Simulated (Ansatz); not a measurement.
**The 3-layer graphene (ABC) under a gate**

Aim: charge, voltage and capacitance of the 3-layer graphene (ABC) in a field-effect set-up.

Calculated with Ansatz 0.2.0; plane-wave DFT, PBE-D3(BJ), Ansatz PAW, in the first sound run; inputs show where later runs differ.

### Step 1. The structure

The cell holds 6 atoms: 6 C. Cell: a = 2.467 Å, b = 2.467 Å, c = 24.700 Å, α = 90.0°, β = 90.0°, γ = 120.0°. Regions: layer 1: graphene, 2 atoms (2 C); layer 2: graphene, 2 atoms (2 C); layer 3: graphene, 2 atoms (2 C). Vacuum lies along c.

### Step 2. Relaxing the slab

The starting cell is a guess, so the in-plane lattice and the atoms are relaxed first, with the slab cut off from its images along the normal. The program lengthens the vector along the normal by itself, so c and the volume that it reports differ from the typed ones.

Contents of input.yaml:

```yaml
crystal:
  lattice:
    - [2.467, 0.0, 0.0]
    - [-1.2335, 2.1364846711, 0.0]
    - [0.0, 0.0, 24.7]
  atoms:
    - { symbol: C, position: [0.6666666667, 0.3333333333, 0.3643724696] }
    - { symbol: C, position: [0.3333333333, 0.6666666667, 0.3643724696] }
    - { symbol: C, position: [0.0, 0.0, 0.5] }
    - { symbol: C, position: [0.6666666667, 0.3333333333, 0.5] }
    - { symbol: C, position: [0.3333333333, 0.6666666667, 0.6356275304] }
    - { symbol: C, position: [0.0, 0.0, 0.6356275304] }
  periodic: [true, true, false]
kpoints:
  mp_grid: { grid: [18, 18, 1] }
hamiltonian:
  xc: pbe
  dispersion: d3bj
scf:
  occupations: { method: fermi_dirac, width: 0.05 }
  convergence: { dr2_threshold: 1.0e-09 }
relax:
  f_tol: 0.004
  max_steps: 90
  cell: {}
output:
  write_potential: true
  write_density: true
  volumetric_format: npy
```

On the command line:

```
> ansatz run input.yaml --threads 8 --pin off --max-ram 12288MiB --backend cpu --events-out ev --progress --plain --runs-dir out
```

Numbers of over 12 decimals in the logs are rounded to 6 here.

Log:

```text
Warning: crystal.periodic: the lattice vector that does not repeat stood 0.000° off the slab's normal, 24.700 Å along it as the deck builds it. The run solves the slab on a vector along the normal, 37.200 Å long, with every atom where it was (on the deck's vector they left 18.00 Å outside them, and the widest stretch free of ions among them is 3.35 Å). A fractional position that the run reports is one of the run's ce [...]
Warning: relax.cell: scf.convergence.dr2_threshold = 1e-9 eV is looser than the 2.1513858506e-10 eV advised for a relaxation that steers and ends on the stress (1e-10 eV for each atom of the cell: 6, times the square of relax.cell.stress_2d_tol = 0.05 N/m over 16.7 Å (the atoms' height at the walk's start and 5 Å past either face), 2.994e-2 GPa, over a crystal's default 0.05). What an SCF threshold leaves in a stress goes as its square root, and in the free energy as the threshold itself, and one threshold admits the most on a small cell: [figures from the program's tests cut] Set scf.convergence.dr2_threshold to 2.1513858506e-10 eV or tighter. [rest of the remark cut]
crystal.periodic: the lattice vector that does not repeat stood 0.000° off the slab's normal, 24.700 Å along it as the deck builds it. The run solves the slab on a vector along the normal, 37.200 Å long, with every atom where it was (on the deck's vector they left 18.00 Å outside them, and the widest stretch free of ions among them is 3.35 Å). A fractional position that the run reports is one of the run's cell, which [...]
Engine: ansatz 0.2.0, aarch64-unknown-linux-gnu
Pseudopotentials: kind: paw
Pseudopotential: C, paw, valence charge 4, recommended cutoff 420 eV (normal), C.paw.azcp
Functional definition: PBE
  parameter kappa = 0.804
  parameter beta = 0.066725
  exchange = pbe_x(kappa = kappa, mu = beta*pi^2/3)
  correlation = pbe_c(beta = beta)
Crystal: 6 atoms, lattice volume = 196.070 Å³
Basis set: ecut = 420 eV, 3695 PW (Γ), exchange–correlation on 36×36×500 points (8 copies of the dense FFT grid, shifted against one another)
Bands: 18, of which v1, the nominal top of the filled ones, is band 12 counted from 1 (11 counted from 0)
Symmetry: 12 space group operations
Space group: P-3m1 (ITA 164), of the structure as read, at distance tolerance 5.8e-5 Å
k-points: 37 of 324
Non-local potential: C, projectors of the file, l = 0: 2, l = 1: 2, l = 2: 1
PAW form: soft (Blöchl's): semilocal exchange-correlation on the pseudo side does not see the compensation charge
PAW one-centre angular grid: C, 110 points (default); XC on 64 Gauss nodes
Initial density: superposition of atomic densities (neutral atoms: chi_scale 0, normalization atom), corrected by the library's trained network
Initial wavefunctions: pseudopotential atomic-orbital guess
Functional: x = pbe(κ = 0.804, μ = 0.219515), c = pbe(β = 0.066725)
SCF iter   1: F=—  HF=-1506.388101 eV  |F-HF|=—  |Δ(HF+E_count)|=         —  Δρ=1.65e-3  dr2=5.97e-3  ethr=1.77e-3  ⟨swp⟩=12.7  Hψ=5895  notcnv=0
preconditioner: auto → LDOS  [metal: Δε(μ)=0.012 eV  Ē_g=15.063 eV  σ=0.050 eV  W_gap=0.06  n_scr=22 (ndim 8)  ℏωp=13.0 eV  f_vac=0.716  D(μ)=0.12/eV (n_scr^D=4)  β→1.0]
SCF iter   2: F=—  HF=-1506.389938 eV  |F-HF|=—  |Δ(HF+E_count)|=   1.84e-3  Δρ=7.25e-4  dr2=4.37e-3  ethr=2.49e-5  ⟨swp⟩=4.6  Hψ=2146  notcnv=0  defer=47
SCF iter   3: F=—  HF=-1506.388987 eV  |F-HF|=—  |Δ(HF+E_count)|=   9.51e-4  Δρ=3.52e-4  dr2=1.23e-3  ethr=1.82e-5  ⟨swp⟩=4.1  Hψ=1454  notcnv=0  defer=47
SCF iter   4: F=—  HF=-1506.388724 eV  |F-HF|=—  |Δ(HF+E_count)|=   2.63e-4  Δρ=1.00e-4  dr2=4.97e-5  ethr=5.12e-6  ⟨swp⟩=3.2  Hψ=1148  notcnv=0  defer=46
SCF iter   5: F=—  HF=-1506.388717 eV  |F-HF|=—  |Δ(HF+E_count)|=   6.92e-6  Δρ=1.83e-5  dr2=1.29e-6  ethr=2.07e-7  ⟨swp⟩=3.3  Hψ=1414  notcnv=0  defer=46
SCF iter   6: F=—  HF=-1506.388645 eV  |F-HF|=—  |Δ(HF+E_count)|=   7.15e-5  Δρ=4.75e-6  dr2=3.76e-8  ethr=5.36e-9  ⟨swp⟩=3.0  Hψ=1337  notcnv=0  defer=46
SCF iter   7: F=—  HF=-1506.388645 eV  |F-HF|=—  |Δ(HF+E_count)|=   6.32e-8  Δρ=2.38e-6  dr2=8.44e-9  ethr=1.57e-10  ⟨swp⟩=3.0  Hψ=1297  notcnv=0  defer=46
SCF iter   8: F=-1506.388645 eV  HF=-1506.388645 eV  |F-HF|=1.09e-9  |Δ(HF+E_count)|=   2.07e-8  Δρ=5.07e-7  dr2=2.66e-10  ethr=4.17e-12  ⟨swp⟩=9.0  Hψ=5040  notcnv=0
SCF 1 converged in 8 iterations: F = -1506.388645 eV  dr2 = 2.66e-10
  greatest PAW one-centre occupation: 0.672 electrons in one spin orbital (limit 2), on the C atom at site 5 (counted from 0), in its partial waves of l = 0
relax step   1: F+E_penalty+E_count = -1506.38864523 eV  Δ(F+E_penalty+E_count) = +0.000e0 eV  max|allowed force component| = 1.881e-2 eV/Å  Δτ_max = 0.0000 Å  P = -0.978 N/m  Ω = 196.070 Å³  fix = [c, alpha, beta]  reactions: c +0.000 N/m  (8 SCF iters, accepted)
Crystal: 6 atoms, lattice volume = 195.867 Å³
Basis set: ecut = 420 eV, 3683 PW (Γ), exchange–correlation on 36×36×500 points (8 copies of the dense FFT grid, shifted against one another)
Initial density: handed on by an earlier stage of this run
Initial wavefunctions: those handed on with the density
iter 1 solved again at ethr=7.09e-4 eV; its pass at ethr=3.10e-3 eV (dr2=1.70e-1 eV) is discarded
SCF iter   1: F=—  HF=-1506.438097 eV  |F-HF|=—  |Δ(HF+E_count)|=         —  Δρ=1.01e-2  dr2=1.66e-1  ethr=7.09e-4  ⟨swp⟩=2.0  Hψ=5748  notcnv=0
preconditioner: auto → LDOS  [metal: Δε(μ)=0.014 eV  Ē_g=15.015 eV  σ=0.050 eV  W_gap=0.07  n_scr=22 (ndim 8)  ℏωp=13.0 eV  f_vac=0.710  D(μ)=0.13/eV (n_scr^D=4)  β→1.0]
SCF iter   2: F=—  HF=-1506.487412 eV  |F-HF|=—  |Δ(HF+E_count)|=   4.93e-2  Δρ=6.46e-3  dr2=3.57e-1  ethr=6.93e-4  ⟨swp⟩=4.9  Hψ=2178  notcnv=0  defer=21
SCF iter   3: F=—  HF=-1506.389695 eV  |F-HF|=—  |Δ(HF+E_count)|=   9.77e-2  Δρ=7.70e-4  dr2=1.46e-3  ethr=6.93e-4  ⟨swp⟩=4.4  Hψ=1968  notcnv=0  defer=42
SCF iter   4: F=—  HF=-1506.389310 eV  |F-HF|=—  |Δ(HF+E_count)|=   3.85e-4  Δρ=2.98e-4  dr2=1.50e-4  ethr=6.08e-6  ⟨swp⟩=3.5  Hψ=1573  notcnv=0  defer=41
SCF iter   5: F=—  HF=-1506.389283 eV  |F-HF|=—  |Δ(HF+E_count)|=   2.69e-5  Δρ=1.26e-4  dr2=1.74e-5  ethr=6.24e-7  ⟨swp⟩=2.6  Hψ=1182  notcnv=0  defer=41
SCF iter   6: F=—  HF=-1506.389389 eV  |F-HF|=—  |Δ(HF+E_count)|=   1.06e-4  Δρ=3.31e-5  dr2=1.44e-6  ethr=7.27e-8  ⟨swp⟩=2.8  Hψ=1207  notcnv=0  defer=41
SCF iter   7: F=—  HF=-1506.389318 eV  |F-HF|=—  |Δ(HF+E_count)|=   7.14e-5  Δρ=6.24e-6  dr2=5.76e-8  ethr=5.99e-9  ⟨swp⟩=2.9  Hψ=1227  notcnv=0  defer=41
SCF iter   8: F=—  HF=-1506.389318 eV  |F-HF|=—  |Δ(HF+E_count)|=   1.34e-7  Δρ=1.20e-6  dr2=3.19e-9  ethr=2.40e-10  ⟨swp⟩=3.3  Hψ=1297  notcnv=0  defer=41
SCF iter   9: F=-1506.389318 eV  HF=-1506.389318 eV  |F-HF|=3.03e-10  |Δ(HF+E_count)|=   1.64e-8  Δρ=2.37e-7  dr2=7.86e-11  ethr=4.17e-12  ⟨swp⟩=10.6  Hψ=4477  notcnv=0
SCF 2 converged in 9 iterations: F = -1506.389318 eV  dr2 = 7.86e-11
relax step   2: F+E_penalty+E_count = -1506.38931804 eV  Δ(F+E_penalty+E_count) = -6.728e-4 eV  max|allowed force component| = 8.776e-3 eV/Å  Δτ_max = 0.0635 Å  P = -0.253 N/m  Ω = 195.867 Å³  energy of the carried Pulay correction = +1.768e-4 eV  fix = [c, alpha, beta]  reactions: c -0.000 N/m  (9 SCF iters, accepted)
Crystal: 6 atoms, lattice volume = 195.799 Å³
iter 1 solved again at ethr=9.04e-5 eV; its pass at ethr=3.10e-3 eV (dr2=2.17e-2 eV) is discarded
SCF iter   1: F=—  HF=-1506.396348 eV  |F-HF|=—  |Δ(HF+E_count)|=         —  Δρ=3.72e-3  dr2=2.23e-2  ethr=9.04e-5  ⟨swp⟩=2.0  Hψ=5120  notcnv=0
preconditioner: auto → LDOS  [metal: Δε(μ)=0.015 eV  Ē_g=15.036 eV  σ=0.050 eV  W_gap=0.08  n_scr=22 (ndim 8)  ℏωp=13.0 eV  f_vac=0.716  D(μ)=0.12/eV (n_scr^D=4)  β→1.0]
SCF iter   2: F=—  HF=-1506.402177 eV  |F-HF|=—  |Δ(HF+E_count)|=   5.83e-3  Δρ=2.30e-3  dr2=4.66e-2  ethr=9.04e-5  ⟨swp⟩=4.4  Hψ=1968  notcnv=0  defer=10
SCF iter   3: F=—  HF=-1506.389648 eV  |F-HF|=—  |Δ(HF+E_count)|=   1.25e-2  Δρ=2.91e-4  dr2=1.81e-4  ethr=9.04e-5  ⟨swp⟩=3.5  Hψ=1580  notcnv=0  defer=41
SCF iter   4: F=—  HF=-1506.389616 eV  |F-HF|=—  |Δ(HF+E_count)|=   3.17e-5  Δρ=1.42e-4  dr2=4.11e-5  ethr=7.53e-7  ⟨swp⟩=3.4  Hψ=1595  notcnv=0  defer=39
SCF iter   5: F=—  HF=-1506.389664 eV  |F-HF|=—  |Δ(HF+E_count)|=   4.83e-5  Δρ=5.45e-5  dr2=5.91e-6  ethr=1.71e-7  ⟨swp⟩=2.7  Hψ=1140  notcnv=0  defer=39
SCF iter   6: F=—  HF=-1506.389661 eV  |F-HF|=—  |Δ(HF+E_count)|=   3.15e-6  Δρ=2.21e-5  dr2=5.78e-7  ethr=2.46e-8  ⟨swp⟩=3.2  Hψ=1228  notcnv=0  defer=39
SCF iter   7: F=—  HF=-1506.389588 eV  |F-HF|=—  |Δ(HF+E_count)|=   7.31e-5  Δρ=3.96e-6  dr2=1.50e-8  ethr=2.41e-9  ⟨swp⟩=2.5  Hψ=1183  notcnv=0  defer=39
SCF iter   8: F=-1506.389588 eV  HF=-1506.389588 eV  |F-HF|=4.42e-10  |Δ(HF+E_count)|=   5.39e-8  Δρ=6.16e-7  dr2=4.42e-10  ethr=4.17e-12  ⟨swp⟩=9.0  Hψ=5157  notcnv=0
SCF 3 converged in 8 iterations: F = -1506.389588 eV  dr2 = 4.42e-10
  greatest PAW one-centre occupation: 0.673 electrons in one spin orbital (limit 2), on the C atom at site 5 (counted from 0), in its partial waves of l = 0
relax step   3: F+E_penalty+E_count = -1506.38958826 eV  Δ(F+E_penalty+E_count) = -2.702e-4 eV  max|allowed force component| = 8.184e-4 eV/Å  Δτ_max = 0.0234 Å  P = -0.038 N/m  Ω = 195.799 Å³  energy of the carried Pulay correction = +2.358e-4 eV  fix = [c, alpha, beta]  reactions: c -0.000 N/m  (8 SCF iters, accepted)
Initial wavefunctions: pseudopotential atomic-orbital guess (no wavefunctions were taken with the density)
iter 1 solved again at ethr=4.34e-7 eV; its pass at ethr=3.10e-3 eV (dr2=1.04e-4 eV) is discarded
SCF iter   1: F=—  HF=-1506.389381 eV  |F-HF|=—  |Δ(HF+E_count)|=         —  Δρ=4.41e-6  dr2=5.04e-9  ethr=4.34e-7  ⟨swp⟩=5.4  Hψ=8779  notcnv=0
eigensolver tolerance schedule: the retry pair's looser diagonalisation over-reported the residual by 20654.89 of it (diagonalisation noise at an unbounded share of the residual, at the tolerance the schedule requests for it); recorded, not acted on — ethr = c·dr2/N_el stays at c = 1.0e-1
preconditioner: auto → LDOS  [metal: Δε(μ)=0.015 eV  Ē_g=15.024 eV  σ=0.050 eV  W_gap=0.08  n_scr=22 (ndim 8)  ℏωp=13.0 eV  f_vac=0.714  D(μ)=0.12/eV (n_scr^D=4)  β→1.0]
SCF iter   2: F=—  HF=-1506.389362 eV  |F-HF|=—  |Δ(HF+E_count)|=   1.88e-5  Δρ=9.97e-7  dr2=1.10e-9  ethr=2.10e-11  ⟨swp⟩=5.0  Hψ=2189  notcnv=0
SCF iter   3: F=—  HF=-1506.389362 eV  |F-HF|=—  |Δ(HF+E_count)|=   3.26e-9  Δρ=7.42e-7  dr2=1.00e-9  ethr=4.17e-12  ⟨swp⟩=17.3  Hψ=5855  notcnv=0
SCF iter   4: F=-1506.389362 eV  HF=-1506.389362 eV  |F-HF|=5.23e-11  |Δ(HF+E_count)|=  7.19e-11  Δρ=1.64e-7  dr2=5.89e-11  ethr=4.17e-12  ⟨swp⟩=9.8  Hψ=4133  notcnv=0
SCF 4 converged in 4 iterations: F = -1506.389362 eV  dr2 = 5.89e-11
relax step   4: F+E_penalty+E_count = -1506.38936234 eV  Δ(F+E_penalty+E_count) = +2.259e-4 eV  max|allowed force component| = 8.214e-4 eV/Å  Δτ_max = 0.0000 Å  P = -0.046 N/m  Ω = 195.799 Å³  fix = [c, alpha, beta]  reactions: c -0.000 N/m  stress off target by 4.57e-2 N/m on what of the cell is left free  SCF on the basis re-selected at this cell (its energy is not comparable with the rows above)  (4 SCF iters)
basis re-selected at this cell: Δ(F+E_penalty+E_count) = +2.259e-4 eV, ΔP = -0.008 N/m vs the last step (what re-selecting the basis moved, of the pressure what is left beyond the Pulay correction that the steps carried, after the strain that the cell walked since its last selection, with what the two solves' SCF thresholds leave and, on support functions, any second-order correction that the steps lacked; it is no m [...]
WARN: The output density's exchange-correlation potential varies sharply where the density is thin. Do not read a vacuum level from v_tot or v_xc, or from such a field of the output density. On a cell that repeats whose density bears no net charge and no dipole along the vacuum's axis use v_es (v_loc + v_h of the components); under efield.dipole_correction with no amplitude use v_es + v_field, which holds any externa [...]
SCF converged after 4 iterations
Free energy (F): -1506.389362 eV
Harris-Foulkes:  -1506.389362 eV  (|F-HF|=5.23e-11)
Internal energy: -1506.388478 eV  (E = F + TS)
E sigma→0 (E₀):  -1506.388920 eV
Entropy (-TS):   -0.000885 eV (-0.147 meV/atom)
Fermi energy:    -4.275666 eV
--- Per-component energies (eV) ---
  E_band       = -321.988672
  E_kinetic    = 545.392614
  E_local      = -61047.325003  (includes V_loc(G=0)·N_el)
  E_nonlocal   = 163.798442
  E_hartree    = 30206.761179
  E_xc         = -287.989123
  E_vxc        = -356.558714  (∫ρ·V_xc dr)
  E_paw        = -596.061418  (= ΣΔE_a)
  E_vpaw       = -40.818041  (= ΣTr[D̂ρ^β])
  E_aug_tail   = 0.000045  (compensation charges beyond the density's cutoff)
  E_ewald      = 29509.816634
  E_disp       = -0.781848  (pairwise vdW)
  E_smearing   = -0.000885  (= −TS)
  E_closure    = -0.000000  (closes the sum)
  Σ components = -1506.389362   (vs F -1506.389362, Δ=0.00e0)
--- Forces (eV/Å), atoms counted from 1 ---
  atom   1  C      0.00000000     0.00000000    -0.00005431
  atom   2  C      0.00000000    -0.00000000     0.00075846
  atom   3  C      0.00000000     0.00000000    -0.00082142
  atom   4  C     -0.00000000    -0.00000000     0.00082142
  atom   5  C      0.00000000     0.00000000    -0.00075846
  atom   6  C      0.00000000    -0.00000000     0.00005431
  max |Σ_I F_I| component: 2.24e-19 eV/Å
--- 2D stress c σ (N/m, compression-positive) ---
       -0.045719      -0.000000       0.000000
       -0.000000      -0.045719       0.000000
        0.000000       0.000000      -0.000000
  P = ½ c Tr σ = -0.0457 N/m
--- Band table (eV; the first three rows and the last of 37) ---
  k-point 0: bands = [... 8 lower, -7.3053, -7.3053, -7.3009, -7.3009, -0.7801, -0.6106, 0.4265, 0.5544, ... 2 higher]
  k-point 1: bands = [... 8 lower, -7.5966, -7.4707, -7.4620, -7.4558, -0.6822, -0.5115, 0.5259, 0.6553, ... 2 higher]
  k-point 2: bands = [... 8 lower, -8.4101, -7.8903, -7.8786, -7.8694, -0.3885, -0.2146, 0.8238, 0.9578, ... 2 higher]
  k-point 36: bands = [... 8 lower, -14.8340, -4.5951, -4.5951, -4.2832, -4.2681, -3.9619, -3.9619, 6.2534, ... 2 higher]
  the weakly bound empty levels are not read free of the cell's end (no_gap_told)
--- Relaxed structure (3 steps of the walk, 3 accepted, 1 SCFs on fresh bases) ---
  F+E_penalty+E_count = -1506.38936234 eV   max|allowed force component| = 8.214e-4 eV/Å   (the final SCF, on the basis selected at the relaxed cell)
  cell:  # Å, volume = 195.7986 Å³
    - [2.465290, 0.0, 0]
    - [-1.232645, 2.135004, 0]
    - [0, 0, 37.200000]
  atoms:
    - { symbol: C, position: [0.666667, 0.333333, 0.240872] }
    - { symbol: C, position: [0.333333, 0.666667, 0.240858] }
    - { symbol: C, position: [0, 0, 0.332003] }
    - { symbol: C, position: [0.666667, 0.333333, 0.331975] }
    - { symbol: C, position: [0.333333, 0.666667, 0.423121] }
    - { symbol: C, position: [0, 0, 0.423106] }
```

The job ended after 7.8 s (8 threads of Arm Neoverse V1, shared host; peak memory 0.65 GiB).

Step by step:

```
step  energy less that of the first step (eV)  largest force component (eV/Å)  volume (Å³)
   1                                   0.0000                          0.0188       196.07
   2                                  -0.0007                          0.0088       195.87
   3                                  -0.0009                          0.0008       195.80
  4*                                  -0.0007                          0.0008       195.80
```

Relaxation steps marked * repeat the geometry before them on a plane-wave basis chosen anew for their cell, so energy and pressure can jump there.

Forces are held to the 12 operations that the run works with; a distortion that breaks them can't arise in this run.

```
cell as run  before  after  change
      a (Å)   2.467  2.465  -0.1 %
      b (Å)   2.467  2.465  -0.1 %
```

The atoms that moved most (Å, along periodic axes as changes of fractional coordinates times the final cell, across vacuum about the mean position):

```
atom     dx     dy      dz  length
  C5  0.000  0.000   0.040   0.040
  C2  0.000  0.000  -0.040   0.040
  C6  0.000  0.000   0.040   0.040
  C1  0.000  0.000  -0.040   0.040
```

This step gave:

* energy at zero smearing: -1506.3889 eV

The lattice constant a goes from 2.467 to 2.465 Å.

(Continued in part 2 of 4.)

[Logs are printed without paths, hosts, clocks, repeated set-up lines and the standing remarks that a program may print on its own settings, such as how far it seeks lower states.]

[Hosts, paths, dates, database ids (printed as entryN), source tags and the programs' standing remarks are cut or masked in the printed files.]

[Maps of the electrostatic potential energy from Ansatz leave out the sawtooth potential of an applied field or a dipole correction, so their vacuum need not be flat; planar profiles and work functions include it.]
